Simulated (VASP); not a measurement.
A run of VASP 6.6.1:

INCAR

```
SYSTEM = InP
ALGO     = Normal         ! electronic algorithm
EDIFF    = 1E-8           ! SCF threshold, eV
ENCUT    = 600            ! plane-wave cutoff, eV
GGA      = PS             ! functional
ISIF     = 2              ! what is computed and relaxed
ISMEAR   = 0              ! smearing method
LASPH    = .True.         ! aspherical terms in the spheres
LCHARG   = .False.        ! write CHGCAR
LEPSILON = .True.         ! dielectric tensor by DFPT
LREAL    = .False.        ! projectors in reciprocal space
LWAVE    = .False.        ! write WAVECAR
NELM     = 80             ! most SCF steps
PREC     = Accurate       ! precision mode
SIGMA    = 0.03           ! smearing width, eV
```

File KPOINTS:

```
k-points
0
Monkhorst
  14 14 14
  0 0 0
```

File POSCAR:

```
InP                                     
1.0
    0.0000000000      2.9393308163      2.9393308163
    2.9393308163      0.0000000000      2.9393308163
    2.9393308163      2.9393308163      0.0000000000
  In              P             
     1     1
Direct
     0.0000000000000000    0.0000000000000000    0.0000000000000000
     0.2500000000000000    0.2500000000000000    0.2500000000000000
```

Potentials or basis: VASP PAW PBE potentials, release 64 (In_d, P).

The run is started by

```sh
$ cat potpaw_PBE.64/In_d/POTCAR potpaw_PBE.64/P/POTCAR > POTCAR
$ mpirun -np 1 vasp_std > vasp.out
```

Hardware: 1 thread of Intel(R) Xeon(R) 6975P-C (Granite Rapids), with other jobs on the host.

Estimate the wall time of this run.

Wall time 51 min on 1 thread of Intel(R) Xeon(R) 6975P-C (Granite Rapids) (shared host), peak memory 2.5 GiB. Counts: scf iterations 167, k points 280.
